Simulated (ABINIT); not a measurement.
An input for ABINIT 10.8.3 (CdS (Greenockite)):

```
acell 3*1.0 Angstrom
rprim 
  4.137000000025 -0.000000000006 0.000000000000
  -2.068500000008 3.582747095481 0.000000000000
  0.000000000000 0.000000000000 6.714400000000
ntypat 2
znucl 48 16
natom 4
typat 1 1 2 2
xred 
  0.666666666667 0.333333333333 0.000000000000
  0.333333333333 0.666666666667 0.500000000000
  0.666666666667 0.333333333333 0.375000000000
  0.333333333333 0.666666666667 0.875000000000
pp_dirpath "pseudos"
pseudos "Cd.upf, S.upf"
ecut 47
ngkpt 3 3 2
nshiftk 1
shiftk 0 0 0
kptopt 1
chksymbreak 0
istwfk *1
occopt 1
irdwfk 1
optdriver 3
nband 83
ecuteps 3.2
inclvkb 2
awtr 1
symchi 1
gwcalctyp 28
mbpt_sciss 1.409 eV
nqptdm 1
qptdm 
  0 0 0
indata_prefix "in"
outdata_prefix "out"
tmpdata_prefix "tmp"
```

```sh
OMP_NUM_THREADS=1 mpirun -n 4 abinit run.abi > log
```

**Question.** Estimate wall time and host memory on 4 MPI ranks of Arm Neoverse V1, shared host.

It took 20 s; on shared hardware allow 9.9 s to 40 s. Peak host memory was 1.2 GiB.

[Paths, hosts, dates, memory and timing lines, banners, echoed tables and standing remarks are left out of the program output.]

[Logs are printed without paths, hosts, clocks, repeated set-up lines and the standing remarks that a program may print on its own settings, such as how far it seeks lower states.]

[Runs of the session that timed out or met a known fault of the program may be left out.]

[Hosts, paths, dates, database ids (printed as entryN), source tags and the programs' standing remarks are cut or masked in the printed files.]

[G0W0 gaps are taken among the corrected bands and points alone; a level outside them can change the order at an edge.]

[Where Ansatz stands beside ABINIT at settings called matched, ABINIT's density can come from a denser mesh and the files from another edition; pairs whose starting gaps differed by over 0.03 eV were left out, so agreement reads better than it is.]
